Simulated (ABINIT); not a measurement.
TePb:

```
CELL_PARAMETERS angstrom
0.00000 3.23100 3.23100
3.23100 0.00000 3.23100
3.23100 3.23100 0.00000
ATOMIC_POSITIONS crystal
Pb 0.00000 0.00000 0.00000
Te 0.50000 0.50000 0.50000
```

Base run:

| Quantity | Value |
| --- | --- |
| Program | ABINIT 10.8.3 (patched build) |
| Functional | PBE |
| Potentials or basis | JTH PAW PBE v2.0 |
| Cutoff | 463 eV |
| k mesh | 6 × 6 × 6 |
| Occupations | fermi-dirac, width 0.05 eV |
| Spin | no spin polarisation |

Its results: band gap on the k mesh 0.71 eV, direct.

**Question.** The run is repeated on the same cell with these changes: functional from PBE to PBEsol. What comes out?

**Answer.** Band gap on the k mesh 0.65 eV, direct.

Caveats: spin-orbit coupling is left out, which as a rule narrows the gap of such compounds by several tenths of an eV.

A k mesh can miss the band edges.
